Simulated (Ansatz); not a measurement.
## Ag: zone-centre modes

Computed with DFT PBE, scalar-relativistic, plane waves, PAW in Ansatz. Settings: plane waves to 420 eV, k-mesh 20×12×12 (Γ-centred), Gaussian smearing 0.15 eV. No spin polarisation.

Reference structure (relaxed at this level; this form isn't the usual structure):

```yaml
crystal:
  lattice:
    - [-2.93418, 0.00000, 0.00000]
    - [0.00000, 0.00000, -4.79908]
    - [0.00000, -5.08214, 0.00000]
  atoms:
    - { symbol: Ag, position: [0.50000, 0.75000, 0.16667] }
    - { symbol: Ag, position: [0.00000, 0.75000, 0.66667] }
    - { symbol: Ag, position: [0.00000, 0.25000, 0.33333] }
    - { symbol: Ag, position: [0.50000, 0.25000, 0.83333] }
```

Harmonic modes by finite displacements of 0.02 Å, without the LO–TO term. The cell doubles the primitive one, so its zone centre also holds the primitive cell's point q = (0, 1/2, 0).

Q: At this geometry, is the structure stable against these modes?

A: Yes: no mode is imaginary beyond 10 cm⁻¹, and only the three translations lie near zero.

Q: List the wavenumbers in cm⁻¹.

A: 0, 0, 0, 65, 65, 69, 80, 103, 121, 138, 150, 157.

Cost: 1 run of about 14 core-minutes, on Intel Xeon Platinum 8259CL (Skylake/Cascade Lake) (shared hosts).